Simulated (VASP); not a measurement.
# ZnS (Sphalerite): the relaxed cell at several levels of theory

How much does the relaxed cell of ZnS (Sphalerite) depend on the functional? The starting structure is a measured crystal structure from the Crystallography Open Database. The first relaxation on each setting starts from this cell expanded by 3 % in volume.

Method: Kohn-Sham DFT with plane waves and PAW; PBEsol, LDA, PBE, PBEsol + D3(BJ), r2SCAN, r2SCAN + rVV10, vdW-DF-cx and PBEsol + D4, in VASP 6.6.1.

## Step 1: Set-up

Symmetry: F-43m, No. 216, cubic system. The conventional cell has a = 5.409 Å, b = 5.409 Å, c = 5.409 Å, α = 90.00°, β = 90.00°, γ = 90.00°. Nearest to Zn lie 4 S at 2.34 Å. Nearest to S lie 4 Zn at 2.34 Å. Farther neighbours and most contacts between anions are not listed.

As a file:

```
Zn S
1.0
     0.00000    2.70465    2.70465
     2.70465    0.00000    2.70465
     2.70465    2.70465    0.00000
Zn S
1 1
Direct
  0.00000 0.00000 0.00000
  0.75000 0.75000 0.75000
```

## Step 2: Relaxation with PBEsol

PBEsol restores the gradient expansion of exchange and is tuned for the cells of solids. This run starts from the cell of an earlier relaxation, which isn't shown; the restart sets up the plane waves anew.

Contents of INCAR:

```
SYSTEM = ZnS
PREC = Accurate
ENCUT = 450
EDIFF = 1E-06
NELM = 100
ISMEAR = 0
SIGMA = 0.03
LREAL = .FALSE.
ALGO = Normal
GGA = PS
NBANDS = 15
LORBIT = 11
LWAVE = .FALSE.
LCHARG = .FALSE.
KPAR = 8
IBRION = 2
NSW = 50
ISIF = 3
EDIFFG = -0.006
```

Contents of POSCAR:

```
ZnS
1.0
    0.0000000000      2.6797879172      2.6797879172
    2.6797879172      0.0000000000      2.6797879172
    2.6797879172      2.6797879172      0.0000000000
Zn S
1 1
Direct
    0.0000000000      0.0000000000      0.0000000000
    0.7500000000      0.7500000000      0.7500000000
```

Contents of KPOINTS:

```
Automatic mesh
0
Gamma
8 8 8
0 0 0
```

The projector-augmented-wave data sets are Zn and S (PBE family, release 64).

Run with:

```bash
$ mpirun -np 8 vasp_std
```

The log of the run:

```text
[banner, memory and clock lines left out]
running    8 mpi-ranks, on    1 nodes
 distrk:  each k-point on    1 cores,    8 groups
 distr:  one band on    1 cores,    1 groups

 POSCAR found type information on POSCAR ZnS
 POSCAR found :  2 types and       2 ions
|                                                                             |
|           W    W    AA    RRRRR   N    N  II  N    N   GGGG   !!!           |
|           W    W   A  A   R    R  NN   N  II  NN   N  G    G  !!!           |
|           W    W  A    A  R    R  N N  N  II  N N  N  G       !!!           |
|           W WW W  AAAAAA  RRRRR   N  N N  II  N  N N  G  GGG   !            |
|           WW  WW  A    A  R   R   N   NN  II  N   NN  G    G                |
|           W    W  A    A  R    R  N    N  II  N    N   GGGG   !!!           |
|                                                                             |
|     For optimal performance we recommend to set                             |
|       NCORE = 2 up to number-of-cores-per-socket                            |
|     NCORE specifies how many cores store one orbital (NPAR=cpu/NCORE).      |
|     This setting can greatly improve the performance of VASP for DFT.       |
|     The default, NCORE=1 might be grossly inefficient on modern             |
|     multi-core architectures or massively parallel machines. Do your        |
|     Unfortunately you need to use the default for GW and RPA                |
|     calculations (for HF NCORE is supported but not extensively tested      |
|     yet).                                                                   |
|                                                                             |

|                                                                             |
|               ----> ADVICE to this user running VASP <----                  |
|                                                                             |
|     You enforced a specific xc type in the INCAR file but a different       |
|     [... a line on the potential file left out ...]
|     I HOPE YOU KNOW WHAT YOU ARE DOING!                                     |
|                                                                             |

 LDA part: xc-table for (Slater+PW92), standard interpolation
 POSCAR, INCAR and KPOINTS ok, starting setup
 FFT: planning ... GRIDC
 FFT: planning ... GRID_SOFT
 FFT: planning ... GRID
 WAVECAR not read
 entering main loop
       N       E                     dE             d eps       ncg     rms          rms(c)
DAV:   1     0.834595047491E+02    0.83460E+02   -0.84679E+03   870   0.133E+03
DAV:   2    -0.269508066835E+01   -0.86155E+02   -0.80721E+02   975   0.249E+02
DAV:   3    -0.794033982776E+01   -0.52453E+01   -0.52248E+01  1073   0.630E+01
DAV:   4    -0.799518292521E+01   -0.54843E-01   -0.54831E-01  1059   0.686E+00
DAV:   5    -0.799587006146E+01   -0.68714E-03   -0.68713E-03  1052   0.729E-01    0.699E+00
DAV:   6    -0.760945244326E+01    0.38642E+00   -0.84824E-01  1244   0.349E+01    0.544E+00
DAV:   7    -0.759002268386E+01    0.19430E-01   -0.25725E-01   982   0.527E+00    0.263E+00
DAV:   8    -0.758677517887E+01    0.32475E-02   -0.53144E-03  1186   0.965E-01    0.636E-01
DAV:   9    -0.758657968055E+01    0.19550E-03   -0.10153E-03  1024   0.285E-01    0.935E-02
DAV:  10    -0.758666306136E+01   -0.83381E-04   -0.16125E-04  1088   0.992E-02    0.275E-02
DAV:  11    -0.758665486043E+01    0.82009E-05   -0.27813E-05  1024   0.438E-02    0.607E-03
DAV:  12    -0.758665511542E+01   -0.25499E-06   -0.31808E-06  1038   0.176E-02
   1 F= -.75866551E+01 E0= -.75866551E+01  d E =-.758666E+01
 curvature:   0.00 expect dE= 0.000E+00 dE for cont linesearch  0.000E+00
 trial: gam= 0.00000 g(F)=  0.168E-45 g(S)=  0.178E-05 ort = 0.000E+00 (trialstep = 0.100E+01)
 search vector abs. value=  0.178E-05
 reached required accuracy - stopping structural energy minimisation
```

Wall time 2.2 s (8 MPI ranks of Intel Xeon 6975P-C (Granite Rapids), shared host); peak memory 1.2 GiB; 12 s of CPU time.

The logs omit lines about the potential files and the build; timing stands in the text.

From OUTCAR (step 2):

```text
ion  position               nearest neighbor table
   1  0.000  0.000  0.000-   2 2.32   2 2.32   2 2.32   2 2.32
   2  0.750  0.750  0.750-   1 2.32   1 2.32   1 2.32   1 2.32

  LATTYP: Found a face centered cubic cell.
 ALAT       =     5.3595758344

 Subroutine GETGRP returns: Found 24 space group operations
 (whereof 24 operations were pure point group operations)

The static configuration has the point symmetry T_d .

 Found     29 irreducible k-points:

   k-points           NKPTS =     29   k-points in BZ     NKDIM =     29   number of bands    NBANDS=     15

   dimension x,y,z NGX =    28 NGY =   28 NGZ =   28
   dimension x,y,z NGXF=    56 NGYF=   56 NGZF=   56

   ENCUT  =  450.0 eV  33.07 Ry    5.75 a.u.   6.56  6.56  6.56*2*pi/ulx,y,z

   NELECT =      18.0000    total number of electrons

 k-points in reciprocal lattice and weights: Automatic mesh
   0.00000000  0.00000000  0.00000000       0.002
   0.12500000  0.00000000  0.00000000       0.016
   0.25000000  0.00000000  0.00000000       0.016
   0.37500000  0.00000000  0.00000000       0.016
   0.50000000  0.00000000  0.00000000       0.008
   0.12500000  0.12500000  0.00000000       0.012
   0.25000000  0.12500000  0.00000000       0.047
   0.37500000  0.12500000  0.00000000       0.047
   0.50000000  0.12500000  0.00000000       0.047
[...]
-0.37500000  0.50000000  0.12500000       0.023
  -0.25000000  0.50000000  0.25000000       0.012

 average (electrostatic) potential at core
       1 -35.9125       2 -88.5132

 E-fermi :   2.4112

 k-point     1 :       0.0000    0.0000    0.0000
  band No.  band energies     occupation
    ...
      5      -3.6994      2.00000
      6      -3.6994      2.00000
      7       2.2485      2.00000
      8       2.2485      2.00000
      9       2.2485      2.00000
     10       4.3323      0.00000
     11       8.5367      0.00000
     12       8.5367      0.00000
     13       8.5367      0.00000
     14      14.0126      0.00000
    ...

 k-point     2 :       0.1250    0.0000    0.0000
  band No.  band energies     occupation
    ...
      5      -3.7012      2.00000
      6      -3.7012      2.00000
      7       1.0883      2.00000
      8       2.0918      2.00000
      9       2.0918      2.00000
     10       5.1700      0.00000
     11       8.4488      0.00000
     12       8.8014      0.00000
     13       8.8014      0.00000
     14      13.3736      0.00000
    ...

 k-point     3 :       0.2500    0.0000    0.0000
  band No.  band energies     occupation
    ...
      5      -3.6979      2.00000
      6      -3.6979      2.00000
      7      -0.6880      2.00000
      8       1.7526      2.00000
      9       1.7526      2.00000
     10       5.6819      0.00000
     11       9.1306      0.00000
     12       9.1799      0.00000
     13       9.1799      0.00000
     14      13.1633      0.00000
    ...

  Total       -0.0049629     -0.0049629     -0.0049629      0.0000000      0.0000000     -0.0000000
  in kB       -0.2065945     -0.2065945     -0.2065945      0.0000000      0.0000000     -0.0000000
  external PRESSURE =      -0.2065945 kB  Pullay stress =       0.0000000 kB

  energy-cutoff  :      450.00
  volume of cell :       38.49
      direct lattice vectors                 reciprocal lattice vectors
     0.000000000  2.679787917  2.679787917    -0.186581929  0.186581929  0.186581929
     2.679787917  0.000000000  2.679787917     0.186581929 -0.186581929  0.186581929
     2.679787917  2.679787917  0.000000000     0.186581929  0.186581929 -0.186581929

 POSITION                                       TOTAL-FORCE (eV/Angst)
 -----------------------------------------------------------------------------------
      0.00000      0.00000      0.00000         0.000000     -0.000000     -0.000000
      4.01968      4.01968      4.01968        -0.000000      0.000000      0.000000
 -----------------------------------------------------------------------------------
    total drift:                               -0.000002     -0.000002     -0.000002

  FREE ENERGIE OF THE ION-ELECTRON SYSTEM (eV)
  ---------------------------------------------------
  free  energy   TOTEN  =        -7.5866551154 eV

  energy  without entropy=       -7.5866551154  energy(sigma->0) =       -7.58665512

 reached required accuracy - stopping structural energy minimisation

 total charge
# of ion       s       p       d       tot
------------------------------------------
    1        0.532   0.504   9.801  10.837
    2        1.309   2.422   0.000   3.730
--------------------------------------------------
tot          1.841   2.925   9.801  14.567

[... 3 further parts left out ...]
```

CONTCAR:

```
ZnS
   1.00000000000000
     0.0000000000000000    2.6797879172000001    2.6797879172000001
     2.6797879172000001    0.0000000000000000    2.6797879172000001
     2.6797879172000001    2.6797879172000001    0.0000000000000000
  Zn              S
     1     1
Direct
     0.0000000000000000    0.0000000000000000    0.0000000000000000
     0.7500000000000000    0.7500000000000000    0.7500000000000000
```

The PAW data sets were made with PBE, which is usual practice but a small mismatch for other functionals. The run keeps the 24 symmetry operations of its start, so it cannot find a distortion of lower symmetry.

With PBEsol the relaxed cell holds 19.244 Å³ an atom, -2.73 % against the measured cell, with a = 5.360 Å. Pressures at 0.985 and 1.015 times this volume, from two more relaxations that aren't shown, give a bulk modulus of 78.8 GPa.

## Step 3: Relaxation with LDA

LDA, the lowest rung, knows the local density alone. This run starts from the cell of an earlier relaxation, which isn't shown; the restart sets up the plane waves anew.

Changes to INCAR since step 2:

```diff
@@ -9,3 +9,3 @@
 ALGO = Normal
-GGA = PS
+GGA = CA
 NBANDS = 15
```

Contents of POSCAR:

```
ZnS
1.0
    0.0000000000      2.6506774926      2.6506774926
    2.6506774926      0.0000000000      2.6506774926
    2.6506774926      2.6506774926      0.0000000000
Zn S
1 1
Direct
    0.0000000000      0.0000000000      0.0000000000
    0.7500000000      0.7500000000      0.7500000000
```

KPOINTS is that of step 2.

PAW data sets: Zn and S (LDA family, release 64).

Run with:

```bash
$ mpirun -np 8 vasp_std
```

The log of the run:

```text
[banner, memory and clock lines left out]
running    8 mpi-ranks, on    1 nodes
[...]
[... a notice as in an earlier step ...]

 LDA part: xc-table for (Slater(with rela. corr.)+CA(PZ))
 , standard interpolation
 POSCAR, INCAR and KPOINTS ok, starting setup
[...]
entering main loop
       N       E                     dE             d eps       ncg     rms          rms(c)
DAV:   1     0.823045698438E+02    0.82305E+02   -0.82614E+03   870   0.131E+03
DAV:   2    -0.323933287760E+01   -0.85544E+02   -0.80954E+02   926   0.253E+02
DAV:   3    -0.858975274212E+01   -0.53504E+01   -0.53257E+01  1080   0.651E+01
DAV:   4    -0.864408963297E+01   -0.54337E-01   -0.54321E-01  1031   0.679E+00
[...]
DAV:  10    -0.820710615807E+01   -0.15547E-04   -0.86630E-05  1108   0.863E-02    0.211E-02
DAV:  11    -0.820710274823E+01    0.34098E-05   -0.10491E-05  1347   0.687E-02    0.397E-03
DAV:  12    -0.820710286819E+01   -0.11996E-06   -0.12168E-06   625   0.110E-02
   1 F= -.82071029E+01 E0= -.82071029E+01  d E =-.820710E+01
[...]
N       E                     dE             d eps       ncg     rms          rms(c)
DAV:   1    -0.820752992197E+01   -0.42717E-03   -0.46356E-03  1066   0.154E+00    0.148E-01
DAV:   2    -0.820715922010E+01    0.37070E-03   -0.11409E-03  1094   0.105E+00    0.570E-02
DAV:   3    -0.820711628037E+01    0.42940E-04   -0.45529E-05  1106   0.865E-02    0.261E-02
DAV:   4    -0.820710491387E+01    0.11367E-04   -0.68111E-06  1157   0.480E-02    0.129E-02
DAV:   5    -0.820710303203E+01    0.18818E-05   -0.10504E-06   498   0.216E-02    0.266E-03
DAV:   6    -0.820710302011E+01    0.11922E-07   -0.94541E-07   485   0.895E-03
   2 F= -.82071030E+01 E0= -.82071030E+01  d E =-.151922E-06
 trial-energy change:   -0.000000  1 .order   -0.000007   -0.000030    0.000015
 step:   0.4269(harm=  0.6668)  dis= 0.00000  next Energy=    -8.207109 (dE=-0.581E-05)
 reached required accuracy - stopping structural energy minimisation
```

Run time: 3 s. Hardware: 8 MPI ranks; peak memory 1.2 GiB; 20 s of CPU time.

From OUTCAR (step 3):

```text
  Total        0.0101546      0.0101546      0.0101546      0.0000000      0.0000000     -0.0000000
  in kB        0.4374341      0.4374341      0.4374341      0.0000000      0.0000000     -0.0000000
  external PRESSURE =       0.4374341 kB  Pullay stress =       0.0000000 kB

 POSITION                                       TOTAL-FORCE (eV/Angst)
 -----------------------------------------------------------------------------------
      2.64938      5.29876      2.64938         0.000000      0.000000      0.000000
      3.97407      3.97407      3.97407        -0.000000     -0.000000     -0.000000
 -----------------------------------------------------------------------------------
    total drift:                               -0.000001     -0.000001     -0.000001

  FREE ENERGIE OF THE ION-ELECTRON SYSTEM (eV)
  ---------------------------------------------------
  free  energy   TOTEN  =        -8.2071030201 eV

  energy  without entropy=       -8.2071030201  energy(sigma->0) =       -8.20710302

[... 2 parts as in an earlier step ...]

[... 2 further parts left out ...]
[key lines of the parts left out:]
E-fermi :   2.7172
```

With LDA the relaxed cell holds 18.597 Å³ an atom, -6.01 % against the measured cell, with a = 5.299 Å. That is -3.37 % from PBEsol. Pressures at 0.985 and 1.015 times this volume, from two more relaxations that aren't shown, give a bulk modulus of 86.5 GPa.

## Step 4: Relaxation with PBE

PBE, the usual starting point, adds the gradient of the density.

Changes to INCAR since step 3:

```diff
@@ -9,3 +9,3 @@
 ALGO = Normal
-GGA = CA
+GGA = PE
 NBANDS = 15
```

Contents of POSCAR:

```
ZnS
1.0
    0.0000000000      2.7314304545      2.7314304545
    2.7314304545      0.0000000000      2.7314304545
    2.7314304545      2.7314304545      0.0000000000
Zn S
1 1
Direct
    0.0000000000      0.0000000000      0.0000000000
    0.7500000000      0.7500000000      0.7500000000
```

KPOINTS is that of step 3.

PAW data sets: Zn and S (PBE family, release 64).

Run with:

```bash
$ mpirun -np 8 vasp_std
```

The log of the run:

```text
[banner, memory and clock lines left out]
running    8 mpi-ranks, on    1 nodes
[...]
[... a notice as in an earlier step ...]

 LDA part: xc-table for (Slater+PW92), standard interpolation
 POSCAR, INCAR and KPOINTS ok, starting setup
[...]
entering main loop
       N       E                     dE             d eps       ncg     rms          rms(c)
DAV:   1     0.846269866787E+02    0.84627E+02   -0.83904E+03   870   0.130E+03
DAV:   2    -0.175419975940E+01   -0.86381E+02   -0.81458E+02   982   0.252E+02
DAV:   3    -0.721803040496E+01   -0.54638E+01   -0.54390E+01  1059   0.638E+01
DAV:   4    -0.727771390880E+01   -0.59684E-01   -0.59669E-01  1045   0.695E+00
[...]
DAV:  11    -0.685000508295E+01    0.11038E-05   -0.36110E-05  1087   0.103E-01    0.577E-03
DAV:  12    -0.685000619245E+01   -0.11095E-05   -0.36870E-06  1017   0.225E-02    0.371E-03
DAV:  13    -0.685000626721E+01   -0.74762E-07   -0.62118E-07   758   0.965E-03
   1 F= -.68500063E+01 E0= -.68500063E+01  d E =-.685001E+01
[...]
DAV:   5    -0.685073421030E+01    0.11339E-03   -0.10617E-04  1311   0.179E-01    0.241E-02
DAV:   6    -0.685073147022E+01    0.27401E-05   -0.28902E-05   961   0.522E-02    0.108E-02
DAV:   7    -0.685073123358E+01    0.23663E-06   -0.10211E-06   662   0.127E-02
   2 F= -.68507312E+01 E0= -.68507312E+01  d E =-.724966E-03
 trial-energy change:   -0.000725  1 .order   -0.000672   -0.002011    0.000667
 step:   0.7718(harm=  0.7510)  dis= 0.00000  next Energy=    -6.850807 (dE=-0.800E-03)
[...]
N       E                     dE             d eps       ncg     rms          rms(c)
DAV:   1    -0.685223877800E+01   -0.15073E-02   -0.16593E-02  1080   0.275E+00    0.276E-01
DAV:   2    -0.685098429065E+01    0.12545E-02   -0.37951E-03  1087   0.175E+00    0.105E-01
DAV:   3    -0.685083591358E+01    0.14838E-03   -0.15218E-04  1010   0.108E-01    0.476E-02
DAV:   4    -0.685079987611E+01    0.36037E-04   -0.16673E-05  1115   0.673E-02    0.249E-02
DAV:   5    -0.685079237086E+01    0.75052E-05   -0.55590E-06  1293   0.410E-02    0.467E-03
DAV:   6    -0.685079226792E+01    0.10294E-06   -0.15145E-06   673   0.120E-02
   3 F= -.68507923E+01 E0= -.68507923E+01  d E =-.786001E-03
[...]
reached required accuracy - stopping structural energy minimisation
```

Elapsed: 4 s, on 8 MPI ranks; peak memory 1.4 GiB.

From OUTCAR (step 4):

```text
  Total        0.0037556      0.0037556      0.0037556      0.0000000      0.0000000     -0.0000000
  in kB        0.1490170      0.1490170      0.1490170      0.0000000      0.0000000     -0.0000000
  external PRESSURE =       0.1490170 kB  Pullay stress =       0.0000000 kB

 POSITION                                       TOTAL-FORCE (eV/Angst)
 -----------------------------------------------------------------------------------
      0.00000      0.00000      0.00000        -0.000000      0.000000      0.000000
      4.08443      4.08443      4.08443         0.000000     -0.000000     -0.000000
 -----------------------------------------------------------------------------------
    total drift:                               -0.000000     -0.000000     -0.000000

  FREE ENERGIE OF THE ION-ELECTRON SYSTEM (eV)
  ---------------------------------------------------
  free  energy   TOTEN  =        -6.8507922679 eV

  energy  without entropy=       -6.8507922679  energy(sigma->0) =       -6.85079227

[... 2 parts as in an earlier step ...]

[... 2 further parts left out ...]
[key lines of the parts left out:]
E-fermi :   2.0494
```

With PBE the relaxed cell holds 20.189 Å³ an atom, +2.04 % against the measured cell, with a = 5.446 Å. That is +4.91 % from PBEsol. Pressures at 0.985 and 1.015 times this volume, from two more relaxations that aren't shown, give a bulk modulus of 70.1 GPa.

[end of part 1 of 2]

[Lines on the potential files, build, host, timing and source positions are cut from VASP's logs without a mark.]

[Logs are printed without paths, hosts, clocks, repeated set-up lines and the standing remarks that a program may print on its own settings, such as how far it seeks lower states.]

[Hosts, paths, dates, database ids (printed as entryN), source tags and the programs' standing remarks are cut or masked in the printed files.]
